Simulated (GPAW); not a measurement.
The system is AlCu.

```xyz
2
Lattice="2.9975 0.0000 0.0000 0.0000 2.9975 0.0000 0.0000 0.0000 2.9975" Properties=species:S:1:pos:R:3 pbc="T T T"
Cu    1.4988    1.4988    1.4988
Al    0.0000    0.0000    0.0000
```

The cell comes from a database or a generator and needn't be the stable form of this composition.

Base run:

- Program: GPAW 26.7.0
- Functional: PBEsol
- Potentials or basis: PAW data sets generated in the run's folder for this functional
- Cutoff: 600 eV
- Basis: pw
- k mesh: 9 × 9 × 9
- Occupations: fermi-dirac, width 0.05 eV
- Spin: no spin polarisation

Its results: pressure -3.8 GPa.

Q: The run is repeated on the same cell with these changes: functional from PBEsol to LDA; potentials or basis from PAW data sets generated in the run's folder for this functional to the program's PAW data sets (release 1.2.1) made for this functional. What comes out?

A: Pressure -8.0 GPa.

Not every run made on this cell is shown here.
